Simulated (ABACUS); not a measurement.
Input of an ABACUS 3.10.1 run:

The input INPUT:

```
INPUT_PARAMETERS
suffix              NiO
calculation         scf
basis_type          pw
pseudo_dir          ./
symmetry            1
dft_functional      GGA_X_PW91+GGA_C_PW91
ecutwfc             103
pseudo_rcut         10
nspin               2
nbands              23
ks_solver           dav
smearing_method     fd
smearing_sigma      0.00367493
scf_thr             1e-08
scf_nmax            100
mixing_type         broyden
mixing_beta         0.4
cal_force           1
cal_stress          1
out_chg             1
kpar                4
```

File STRU:

```
ATOMIC_SPECIES
Ni 58.6934 Ni.upf
O 15.9990 O.upf

LATTICE_CONSTANT
1.8897261246

LATTICE_VECTORS
0.0000000000 2.0859016414 2.0859016414
2.0859016414 0.0000000000 2.0859016414
2.0859016414 2.0859016414 0.0000000000

ATOMIC_POSITIONS
Direct

Ni
0.0
1
0.0000000000 0.0000000000 0.0000000000 1 1 1 mag 1

O
0.0
1
0.5000000000 0.5000000000 0.5000000000 1 1 1 mag 0
```

Contents of KPT:

```
K_POINTS
0
Gamma
9 9 9 0 0 0
```

Potentials or basis: Ansatz NC PBE, plane waves.

Command:

```bash
$ OMP_NUM_THREADS=1 mpirun -np 4 abacus > log
```

**Question.** What does it give for the absolute moment?

**Answer.** 1.85 μB per cell.

**Question.** Predict the net moment.

**Answer.** 1.84 μB per cell.

**Question.** Predict the band gap on the k mesh.

**Answer.** None (metal or under the smearing width).

**Question.** What does it give for the pressure?

**Answer.** 5.3 GPa.

Caveat: the potentials were made for another functional, which shifts forces and pressure; a cell with one magnetic atom can't hold antiferromagnetic order, which such compounds often take; semilocal functionals often make such compounds metallic where correlation or magnetic order opens a gap, which also shifts bond lengths.

The gap isn't set beside the measured one, since this odd mesh misses points on the zone boundary.
